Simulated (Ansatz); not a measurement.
**Zr (bcc)**

The computed numbers are results of PBE with spin–orbit coupling (two-component spinors) in the plane-wave PAW code Ansatz at 420 eV, 16×16×16 k-mesh, Gaussian smearing of 0.05 eV. The datasets are Ansatz's generated set soft_2.

```
Zr
1.0
    -1.78689    1.78689    1.78689
     1.78689   -1.78689    1.78689
     1.78689    1.78689   -1.78689
Zr
1
Direct
  0.00000 0.00000 0.00000
```

At room temperature and ambient pressure Zr is hcp.

Which orbitals carry the states at the Fermi level, and how many states are there?

Within 0.1 eV of it: Zr 4d 93 % (shares among the projected shells). The density of states at the Fermi level is about 1.7 states/eV per cell, averaged over 0.3 eV.

Density of states (tetrahedra, averaged over 0.3 eV; states/eV per cell of 1 atom; energy in eV from the Fermi level; projections on Löwdin-orthogonalised atomic orbitals, summed over sites):

```csv
E,total,Zr 4d,Zr 5s,Zr 4p
-5.50,0.00,0.00,0.00,0.00
-5.20,0.03,0.00,0.03,0.00
-4.90,0.06,0.00,0.06,0.00
-4.60,0.09,0.00,0.08,0.00
-4.30,0.11,0.00,0.10,0.00
-4.00,0.14,0.01,0.12,0.00
-3.70,0.17,0.02,0.14,0.00
-3.40,0.22,0.03,0.17,0.01
-3.10,0.30,0.07,0.21,0.01
-2.80,0.66,0.34,0.29,0.01
-2.50,0.95,0.63,0.29,0.01
-2.20,1.13,0.84,0.25,0.01
-1.90,1.47,1.21,0.22,0.02
-1.60,1.23,1.06,0.13,0.01
-1.30,0.70,0.64,0.04,0.01
-1.00,0.49,0.46,0.01,0.01
-0.70,2.26,2.17,0.02,0.02
-0.40,1.84,1.74,0.04,0.01
-0.10,1.73,1.56,0.08,0.02
0.20,2.18,1.84,0.19,0.02
0.50,1.66,1.39,0.15,0.01
0.80,1.13,0.95,0.08,0.01
1.10,0.62,0.49,0.04,0.00
1.40,0.37,0.29,0.02,0.00
1.70,0.36,0.34,0.01,0.00
2.00,0.54,0.51,0.01,0.00
2.30,0.88,0.83,0.02,0.00
2.60,0.98,0.93,0.02,0.00
2.90,1.15,1.10,0.02,0.00
3.20,1.38,1.32,0.02,0.00
3.50,1.42,1.37,0.01,0.00
```
